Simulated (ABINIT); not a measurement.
Crystal: ZnSe (Stilleite).

```
Se Zn
1.0
     0.00000    2.83380    2.83380
     2.83380    0.00000    2.83380
     2.83380    2.83380    0.00000
Se Zn
1 1
Direct
  0.75000 0.75000 0.75000
  0.00000 0.00000 0.00000
```

Base run:

* Program: ABINIT 10.8.3 (patched build)
* Functional: rPW86PBE
* Potentials or basis: JTH PAW PBE v2.0
* Cutoff: 544 eV
* k mesh: 8 × 8 × 8
* Occupations: fermi-dirac, width 0.05 eV
* Spin: no spin polarisation

Its results: band gap on the k mesh 1.13 eV, direct.

**Question.** The run is repeated on the same cell with these changes: functional from rPW86PBE to HLE16. What comes out?

**Answer.** Band gap on the k mesh 2.55 eV, direct.

Caveats: the potentials were made for a functional far from this one (some runs).

